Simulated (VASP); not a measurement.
A VASP 6.6.1 single-point calculation on CaSe

INCAR

```
NELM = 76
ISIF = 2
NSW = 0
SIGMA = 0.02
ENCUT = 520
LWAVE = .FALSE.
LCHARG = .FALSE.
GGA = PE
NBANDS = 15
EDIFF = 1E-7
LREAL = .FALSE.
ISMEAR = -1
IBRION = -1
PREC = Accurate
LASPH = .TRUE.
```

KPOINTS

```
KPOINTS created by Atomic Simulation Environment
0
Monkhorst-Pack
8 8 8
0 0 0
```

POSCAR

```
Ca Se
 1.0000000000000000
     0.0000000000000000    2.9675351259000000    2.8648584105000001
     2.9675351259000000    0.0000000000000000    2.8648584105000001
     2.9675351259000000    2.9675351259000000    0.0000000000000000
 Ca  Se
   1   1
Cartesian
  0.0000000000000000  0.0000000000000000  0.0000000000000000
  2.9675351258999996  2.9675351258999996  2.8648584104999997
```

The recommended PBE PAW datasets give the neutral cell 16 valence electrons.

Command

```
mpirun -np 1 vasp_std
```

OSZICAR

```
N       E                     dE             d eps       ncg     rms          rms(c)
DAV:   1     0.108395142702E+03    0.10840E+03   -0.74824E+03  4328   0.987E+02
DAV:   2    -0.507588382852E+01   -0.11347E+03   -0.10805E+03  5335   0.245E+02
DAV:   3    -0.938533787755E+01   -0.43095E+01   -0.42741E+01  5956   0.460E+01
DAV:   4    -0.959083812206E+01   -0.20550E+00   -0.20539E+00  5992   0.818E+00
DAV:   5    -0.959230693321E+01   -0.14688E-02   -0.14687E-02  5909   0.739E-01    0.424E+00
DAV:   6    -0.945639877962E+01    0.13591E+00   -0.17271E-01  5167   0.223E+00    0.254E+00
DAV:   7    -0.944643597328E+01    0.99628E-02   -0.97739E-02  5714   0.201E+00    0.797E-01
DAV:   8    -0.944992885307E+01   -0.34929E-02   -0.10780E-02  4552   0.806E-01    0.112E-01
DAV:   9    -0.945002365735E+01   -0.94804E-04   -0.57102E-04  5876   0.250E-01    0.441E-02
DAV:  10    -0.945012837698E+01   -0.10472E-03   -0.13375E-04  4831   0.722E-02    0.163E-02
DAV:  11    -0.945014595141E+01   -0.17574E-04   -0.39205E-05  5524   0.557E-02    0.810E-03
DAV:  12    -0.945014520204E+01    0.74938E-06   -0.16538E-06  5611   0.110E-02    0.387E-03
DAV:  13    -0.945014484474E+01    0.35729E-06   -0.63495E-07  5552   0.531E-03    0.148E-03
DAV:  14    -0.945014487241E+01   -0.27664E-07   -0.14007E-08  2895   0.790E-04
   1 F= -.94501449E+01 E0= -.94501449E+01  d E =-.199493E-10
```

From OUTCAR

```
k-points           NKPTS =    144   k-points in BZ     NKDIM =    144   number of bands    NBANDS=     15

   NELECT =      16.0000    total number of electrons

   dimension x,y,z NGX =    32 NGY =   32 NGZ =   32
   dimension x,y,z NGXF=    64 NGYF=   64 NGZF=   64

  energy-cutoff  :      520.00
  volume of cell :       50.46
      direct lattice vectors                 reciprocal lattice vectors
     0.000000000  2.967535126  2.864858411    -0.168490002  0.168490002  0.174528695
     2.967535126  0.000000000  2.864858411     0.168490002 -0.168490002  0.174528695
     2.967535126  2.967535126  0.000000000     0.168490002  0.168490002 -0.174528695

 k-points in reciprocal lattice and weights: KPOINTS created by Atomic Simulation Env
   0.06250000  0.06250000  0.06250000       0.004
   0.18750000  0.06250000  0.06250000       0.008
   0.31250000  0.06250000  0.06250000       0.008
   0.43750000  0.06250000  0.06250000       0.008
  -0.43750000  0.06250000  0.06250000       0.008
  -0.31250000  0.06250000  0.06250000       0.008
  -0.18750000  0.06250000  0.06250000       0.008
  -0.06250000  0.06250000  0.06250000       0.008
   ...

 E-fermi :   2.9471

 k-point     1 :       0.0625    0.0625    0.0625
  band No.  band energies     occupation
      1     -37.0443      2.00000
      2     -18.0503      2.00000
      3     -18.0468      2.00000
      4     -18.0420      2.00000
      5      -9.2424      2.00000
      6       2.3871      2.00000
      7       2.5442      2.00000
      8       2.5623      2.00000
      9       6.1798      0.00000
     10       6.3075      0.00000
     11       6.3478      0.00000
     12       6.5371      0.00000
     13       6.9577      0.00000
     14       7.1812      0.00000
     15      12.4590      0.00000

 k-point     2 :       0.1875    0.0625    0.0625
  band No.  band energies     occupation
      1     -37.0428      2.00000
      2     -18.0730      2.00000
      3     -18.0517      2.00000
      4     -18.0433      2.00000
      5      -9.1107      2.00000
      6       1.5060      2.00000
      7       2.2164      2.00000
      8       2.2765      2.00000
      9       6.3312      0.00000
     10       6.5818      0.00000
     11       6.6981      0.00000
     12       6.9198      0.00000
     13       7.6276      0.00000
     14       8.0467      0.00000
     15      12.5888      0.00000

 k-point     3 :       0.3125    0.0625    0.0625
  band No.  band energies     occupation
      1     -37.0399      2.00000
      2     -18.1196      2.00000
      3     -18.0569      2.00000
      4     -18.0450      2.00000
      5      -8.8485      2.00000
      6       0.3422      2.00000
      7       1.7526      2.00000
      8       1.7863      2.00000
      9       6.4443      0.00000
     10       7.1007      0.00000
     11       7.3945      0.00000
     12       7.9543      0.00000
     13       8.7768      0.00000
     14       9.1922      0.00000
     15      12.1098      0.00000

 ...

  Total        0.4629330      0.4629330      1.7496244      0.0000000      0.0000000     -0.0000000
  in kB       14.6995438     14.6995438     55.5559430      0.0000000      0.0000000     -0.0000000
  external PRESSURE =      28.3183435 kB  Pullay stress =       0.0000000 kB

 POSITION                                       TOTAL-FORCE (eV/Angst)
 -----------------------------------------------------------------------------------
      0.00000      0.00000      0.00000         0.000000      0.000000     -0.000000
      2.96754      2.96754      2.86486         0.000000      0.000000      0.000000
 -----------------------------------------------------------------------------------
    total drift:                                0.000000     -0.000000     -0.000000

  FREE ENERGIE OF THE ION-ELECTRON SYSTEM (eV)
  ---------------------------------------------------
  free  energy   TOTEN  =        -9.4501448724 eV

  energy  without entropy=       -9.4501448724  energy(sigma->0) =       -9.45014487
```

It converged. Results: gap between bands v and c on the k mesh 2.13 eV; least direct gap on the k mesh 3.02 eV; pressure 2.8 GPa. Band v is the last that the valence electrons fill when counted band by band, and c is the next.

The shifted mesh misses Γ, so a band edge there is missed.

For comparison, a separate PBE run of the intended cell, on usual settings and not on those above, gives a gap of 1.93 eV on its mesh and a pressure of 2.8 GPa.

The run above took about 91 s on one core of a shared host (Intel Xeon Platinum 8488C) and held 0.25 GiB at most.
